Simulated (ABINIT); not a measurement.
# Ru (P6_3/mmc) in ABINIT: further runs

One crystal, Ru, is run at these levels: PBEsol, r2SCAN; tasks: relaxation of cell and atoms.

Program: ABINIT 10.8.3 (patched build). These are calculated values, not measurements. Logs are shortened: lines on timing, memory, paths and dates and some standing lists are left out, and cuts for length are marked. The log counts tension as positive stress, the text compression.

## (1) The crystal as given

It takes space group P6_3/mmc (No. 194, hexagonal). Conventional cell: a = 2.706 Å, b = 2.706 Å, c = 4.282 Å, α = 90.00°, β = 90.00°, γ = 120.00°. Ru (site symmetry -6m2) has 12 Ru at 2.65 to 2.71 Å as nearest neighbours.

## (2) Relaxation of cell and atoms, PBEsol

The input, run.abi:

```
pp_dirpath "./"
pseudos "Ru.GGA_PBE-JTH.xml"

acell 3*1.0 Angstrom
rprim
     2.7058000000     0.0000000000     0.0000000000
    -1.3529000000     2.3432915376     0.0000000000
     0.0000000000     0.0000000000     4.2819000000
ntypat 1
znucl 44
natom 2
typat 1 1
xred
     0.6666666667     0.3333333333     0.7500000000
     0.3333333333     0.6666666667     0.2500000000
chkprim 0
chksymtnons 0
tolsym 1.0e-6

ecut 15.0
pawecutdg 30.0
pawxcdev 0

kptopt 1
ngkpt 11 11 6
nshiftk 1
shiftk 0.0 0.0 0.0

ixc -116133

nband 20
occopt 3
tsmear 0.00183747

nstep 100
tolvrs 1.0e-9

iomode 3
prtwf 0
prtden 0
prteig 0
prtebands 0
enunit 2

ionmov 22
ntime 60
tolmxf 0.0005
optcell 2
dilatmx 1.08
ecutsm 0.5
```

Potentials or basis: JTH PAW PBE v2.0.

Launch:

```bash
$ abinit run.abi > log 2>&1
```

run.abo:

```text
.Version 10.8.3 of ABINIT
 Symmetries : space group P6_3/m m c (#194); Bravais hP (primitive hexag.)
================================================================================
 Values of the parameters that define the memory need of the present run
     intxc =       0    ionmov =      22      iscf =      17    lmnmax =      18
     lnmax =       6     mgfft =      32  mpssoang =       3    mqgrid =    3001
     natom =       2  nloc_mem =       2    nspden =       1   nspinor =       1
    nsppol =       1      nsym =      24    n1xccc =       1    ntypat =       1
    occopt =       3   xclevel =       2
       mpw =         663          nfft =       12800          nkpt =          64
 PAW method is used; the additional fine FFT grid is defined by:
   mgfftf=        45    nfftf =     40500
================================================================================
================================================================================

--------------------------------------------------------------------------------
------------- Echo of variables that govern the present computation ------------
--------------------------------------------------------------------------------
 -outvars: echo values of preprocessed input variables --------
            acell      1.8897261259E+00  1.8897261259E+00  1.8897261259E+00 Bohr
              amu      1.01070000E+02
          chkprim           0
      chksymtnons           0
          dilatmx      1.08000000E+00
             ecut      1.50000000E+01 Hartree
           ecutsm      5.00000000E-01 Hartree
           enunit           2
           ionmov          22
                       outvar_i_n : Printing only first  50 k-points.
              ixc     -116133
                       outvar_i_n : Printing only first  50 k-points.
         kptrlatt       11    0    0      0   11    0      0    0    6
          kptrlen      4.85497098E+01
            natom           2
            nband          20
            ngfft          20      20      32
          ngfftdg          30      30      45
             nkpt          64
            nstep         100
             nsym          24
            ntime          60
           ntypat           1
                       prtocc : prtvol=0, do not print more k-points.
           occopt           3
          optcell           2
        pawecutdg      3.00000000E+01 Hartree
         pawxcdev           0
           prtden           0
        prtebands           0
           prteig           0
            prtwf           0
            rprim      2.7058000000E+00  0.0000000000E+00  0.0000000000E+00
                      -1.3529000000E+00  2.3432915376E+00  0.0000000000E+00
                       0.0000000000E+00  0.0000000000E+00  4.2819000000E+00
          spgroup         194
           tolmxf      5.00000000E-04
           tolsym      1.00000000E-06
           tolvrs      1.00000000E-09
           tsmear      1.83747000E-03 Hartree
[... 373 lines left out ...]
 cartesian forces (eV/Angstrom) at end:
    1      0.00000000000000     0.00000000000000    -0.00000000000000
    2      0.00000000000000     0.00000000000000     0.00000000000000
 frms,max,avg= 8.3368605E-21 1.4439866E-20   0.000E+00  0.000E+00  0.000E+00 e/A
 length scales=  5.084635800427  5.084635800493  8.043691577065 bohr
              =  2.690673389502  2.690673389537  4.256538271227 angstroms
 Fermi (or HOMO) energy (hartree) =   0.53440   Average Vxc (hartree)=  -0.49429
 Eigenvalues (hartree) for nkpt=  64  k points:
 kpt#   1, nband= 20, wtk=  0.00138, kpt=  0.0000  0.0000  0.0000 (reduced coord)
  -2.14959   -2.14145   -1.06734   -1.03076   -1.03076   -1.02410   -1.02410   -1.02247
   0.23639    0.30194    0.43841    0.43841    0.44522    0.46445    0.46445    0.48434
   0.48434    0.58172    0.58172    0.58568
      occupation numbers for kpt#   1
   2.00000    2.00000    2.00000    2.00000    2.00000    2.00000    2.00000    2.00000
   2.00000    2.00000    2.00000    2.00000    2.00000    2.00000    2.00000    2.00000
   2.00000    0.00000    0.00000    0.00000
 prteigrs : prtvol=0 or 1, do not print more k-points.

 Fermi (or HOMO) energy (eV) =  14.54180   Average Vxc (eV)= -13.45022
 Eigenvalues (   eV  ) for nkpt=  64  k points:
 kpt#   1, nband= 20, wtk=  0.00138, kpt=  0.0000  0.0000  0.0000 (reduced coord)
 -58.49329  -58.27186  -29.04373  -28.04839  -28.04839  -27.86715  -27.86715  -27.82289
   6.43247    8.21608   11.92981   11.92981   12.11517   12.63831   12.63831   13.17951
  13.17951   15.82936   15.82936   15.93720
 prteigrs : prtvol=0 or 1, do not print more k-points.

--- !EnergyTerms
iteration_state     : {dtset: 1, itime: 3, icycle: 1, }
comment             : Components of total free energy in Hartree
kinetic             :  2.30265732842799E+01
hartree             :  2.70412637917595E+01
xc                  : -7.79037340402436E+00
Ewald energy        : -1.64932050779928E+02
psp_core            :  1.14281906085811E+01
local_psp           : -9.31912526000256E+01
PAW spherical_terms :  1.30486293750101E+01
internal            : -1.91369019724347E+02
'-kT*entropy'       : -6.04135672263710E-04
total_energy        : -1.91369623860020E+02
total_energy_eV     : -5.20743275060309E+03
...

--- !EnergyTermsDC
iteration_state     : {dtset: 1, itime: 3, icycle: 1, }
comment             : '"Double-counting" decomposition of free energy'
band_energy         : -1.44208847236333E+01
Ewald energy        : -1.64932050779928E+02
psp_core            :  1.14281906085811E+01
xc_dc               : -2.46412887261875E+01
PAW spherical_terms :  1.19702063560347E+00
internal            : -1.91369012985564E+02
'-kT*entropy'       : -6.04135672263710E-04
total_energy_dc     : -1.91369617121236E+02
total_energy_dc_eV  : -5.20743256723146E+03
...

--- !EnergyTermsWithPAWCore
iteration_state     : {dtset: 1, itime: 3, icycle: 1, }
comment             : 'Components of total free energy, including PAW core contributions'
Total energy        : -9.05762276250973E+03
Total energy DC     : -9.05762275577095E+03
Total energy (eV)   : -2.46470471461042E+05
Total energy DC (eV): -2.46470471277670E+05
...

 Cartesian components of stress tensor (hartree/bohr^3)
  sigma(1 1)=  9.37174012E-07  sigma(3 2)=  0.00000000E+00
  sigma(2 2)=  9.37171842E-07  sigma(3 1)=  0.00000000E+00
  sigma(3 3)= -1.48483747E-06  sigma(2 1)=  0.00000000E+00

-Cartesian components of stress tensor (GPa)         [Pressure= -3.8199E-03 GPa]
- sigma(1 1)=  2.75726114E-02  sigma(3 2)=  0.00000000E+00
- sigma(2 2)=  2.75725475E-02  sigma(3 1)=  0.00000000E+00
- sigma(3 3)= -4.36854265E-02  sigma(2 1)=  0.00000000E+00

== END DATASET(S) ==============================================================
================================================================================

 -outvars: echo values of variables after computation  --------
            acell      5.0846358004E+00  5.0846358005E+00  8.0436915771E+00 Bohr
           etotal     -1.9136961712E+02
            fcart      0.0000000000E+00  0.0000000000E+00 -2.8081068305E-22
                       0.0000000000E+00  0.0000000000E+00  2.8081068305E-22
            rprim      1.0000000000E+00  0.0000000000E+00  0.0000000000E+00
                      -4.9999999999E-01  8.6602540379E-01  0.0000000000E+00
                       0.0000000000E+00  0.0000000000E+00  1.0000000000E+00
           strten      9.3717401217E-07  9.3717184219E-07 -1.4848374679E-06
                       0.0000000000E+00  0.0000000000E+00  0.0000000000E+00
           xangst      1.3453366948E+00  7.7673050288E-01  3.1924037034E+00
                      -3.3390111650E-16  1.5534610058E+00  1.0641345678E+00
             xred      6.6666666667E-01  3.3333333333E-01  7.5000000000E-01
                       3.3333333333E-01  6.6666666667E-01  2.5000000000E-01
 Calculation completed.
```

Run time: 64 s. Hardware: 1 thread of Intel Xeon Platinum 8488C (Sapphire Rapids), shared host; peak memory 0.12 GiB.

What came out:

```
Free energy                                           : -5207.4326 eV
Relaxed volume                                        : 13.34 Å³/atom
Relaxed cell                                          : a = 2.691 Å, b = 2.691 Å, c = 4.257 Å, α = 90.00°, β = 90.00°, γ = 120.00°
Space group after relaxing (to 0.05 Å)                : P6_3/mmc (No. 194)
Energy gained by relaxing                             : 4.2 meV/atom
Ionic steps                                           : 3
Pressure after relaxing                               : 0.0 GPa
Band gap on the k mesh                                : none (metal or under the smearing width)
Valence electrons inside the program's atomic spheres : Ru 13.74 (radii [1.1697] Å)
```

The path:
| step | energy change (eV) | largest force (eV/Å) | pressure (GPa) | volume (Å³) |
| --- | --- | --- | --- | --- |
| 1 | 0.0000 | 0.0000 | -5.67 | 27.15 |
| 2 | -0.0083 | 0.0000 | 0.09 | 26.68 |
| 3 | -0.0083 | 0.0000 | 0.00 | 26.69 |

Final structure:
```
Ru
1.0
     2.69067    0.00000    0.00000
    -1.34534    2.33019    0.00000
     0.00000    0.00000    4.25654
Ru
2
Direct
  0.66667 0.33333 0.75000
  0.33333 0.66667 0.25000
```

Caveat: the PAW data sets were made with another functional, which shifts forces and pressure a little.

## (3) Relaxation of cell and atoms, r2SCAN

run.abi, as its differences from that of step 2:

```diff
@@ -19,8 +19,7 @@
 
-ecut 15.0
-pawecutdg 30.0
-pawxcdev 0
+ecut 18.0
+pawecutdg 36.0
 
 kptopt 1
-ngkpt 11 11 6
+ngkpt 9 9 5
 nshiftk 1
@@ -28,3 +27,5 @@
 
-ixc -116133
+ixc -497498
+usekden 1
+pawxcdev 0
 
@@ -35,3 +36,3 @@
 nstep 100
-tolvrs 1.0e-9
+tolvrs 1.0e-7
```

Potentials or basis: JTH PAW PBE v2.0.

Launch:

```bash
$ abinit run.abi > log 2>&1
```

run.abo:

```text
.Version 10.8.3 of ABINIT
 Symmetries : space group P6_3/m m c (#194); Bravais hP (primitive hexag.)
================================================================================
 Values of the parameters that define the memory need of the present run
     intxc =       0    ionmov =      22      iscf =      17    lmnmax =      18
     lnmax =       6     mgfft =      36  mpssoang =       3    mqgrid =    3001
     natom =       2  nloc_mem =       2    nspden =       1   nspinor =       1
    nsppol =       1      nsym =      24    n1xccc =       1    ntypat =       1
    occopt =       3   xclevel =       2
       mpw =         853          nfft =       20736          nkpt =          36
 PAW method is used; the additional fine FFT grid is defined by:
   mgfftf=        48    nfftf =     43200
================================================================================
================================================================================

--------------------------------------------------------------------------------
------------- Echo of variables that govern the present computation ------------
--------------------------------------------------------------------------------
 -outvars: echo values of preprocessed input variables --------
            acell      1.8897261259E+00  1.8897261259E+00  1.8897261259E+00 Bohr
              amu      1.01070000E+02
          chkprim           0
      chksymtnons           0
          dilatmx      1.08000000E+00
             ecut      1.80000000E+01 Hartree
           ecutsm      5.00000000E-01 Hartree
           enunit           2
           ionmov          22
              ixc     -497498
[... 476 lines left out ...]
total_energy_dc     : -1.60694823167437E+02
total_energy_dc_eV  : -4.37272890093875E+03
...

--- !EnergyTermsWithPAWCore
iteration_state     : {dtset: 1, itime: 3, icycle: 1, }
comment             : 'Components of total free energy, including PAW core contributions'
Total energy        : -9.06306611225779E+03
Total energy DC     : -9.06306609357777E+03
Total energy (eV)   : -2.46618592553508E+05
Total energy DC (eV): -2.46618592045199E+05
...

 Cartesian components of stress tensor (hartree/bohr^3)
  sigma(1 1)= -3.78482372E-06  sigma(3 2)=  0.00000000E+00
  sigma(2 2)= -3.78482582E-06  sigma(3 1)=  0.00000000E+00
  sigma(3 3)=  2.35196254E-06  sigma(2 1)=  0.00000000E+00

-Cartesian components of stress tensor (GPa)         [Pressure=  5.1170E-02 GPa]
- sigma(1 1)= -1.11353358E-01  sigma(3 2)=  0.00000000E+00
- sigma(2 2)= -1.11353420E-01  sigma(3 1)=  0.00000000E+00
- sigma(3 3)=  6.91971268E-02  sigma(2 1)=  0.00000000E+00

== END DATASET(S) ==============================================================
================================================================================

 -outvars: echo values of variables after computation  --------
            acell      5.1119336376E+00  5.1119336377E+00  8.0764376757E+00 Bohr
           etotal     -1.6069482317E+02
            fcart      0.0000000000E+00  0.0000000000E+00 -0.0000000000E+00
                       0.0000000000E+00  0.0000000000E+00 -0.0000000000E+00
            rprim      1.0000000000E+00  0.0000000000E+00  0.0000000000E+00
                      -4.9999999999E-01  8.6602540379E-01  0.0000000000E+00
                       0.0000000000E+00  0.0000000000E+00  1.0000000000E+00
           strten     -3.7848237156E-06 -3.7848258223E-06  2.3519625356E-06
                       0.0000000000E+00  0.0000000000E+00  0.0000000000E+00
           xangst      1.3525593914E+00  7.8090052875E-01  3.2054000703E+00
                      -3.3737593163E-16  1.5618010575E+00  1.0684666901E+00
             xred      6.6666666667E-01  3.3333333333E-01  7.5000000000E-01
                       3.3333333333E-01  6.6666666667E-01  2.5000000000E-01
 Calculation completed.
```

Wall time 2.7 min (1 thread of Intel Xeon Platinum 8488C (Sapphire Rapids), shared host); peak memory 0.13 GiB.

Results:

- Free energy: -4372.7289 eV
- Relaxed volume: 13.54 Å³/atom
- Relaxed cell: a = 2.705 Å, b = 2.705 Å, c = 4.274 Å, α = 90.00°, β = 90.00°, γ = 120.00°
- Space group after relaxing (to 0.05 Å): P6_3/mmc (No. 194)
- Energy gained by relaxing: 0.1 meV/atom
- Ionic steps: 3
- Pressure after relaxing: 0.1 GPa
- Band gap on the k mesh: none (metal or under the smearing width)
- Valence electrons inside the program's atomic spheres: Ru 13.72 (radii [1.1697] Å)

Stress tensor (GPa, compression positive):
```
 0.11  0.00  0.00
 0.00  0.11  0.00
 0.00  0.00 -0.07
```

Step by step:
```tsv
step	energy change (eV)	largest force (eV/Å)	pressure (GPa)	volume (Å³)
1	0.0000	0.0000	-0.77	27.15
2	-0.0002	0.0000	0.04	27.09
3	-0.0003	0.0000	0.05	27.08
```

Final structure:
```
Ru
1.0
     2.70512    0.00000    0.00000
    -1.35256    2.34270    0.00000
     0.00000    0.00000    4.27387
Ru
2
Direct
  0.66667 0.33333 0.75000
  0.33333 0.66667 0.25000
```

Caveat: totals of a meta-GGA on PAW files have another zero than those of a GGA; the PAW data sets were made with another functional, which shifts forces and pressure a little.
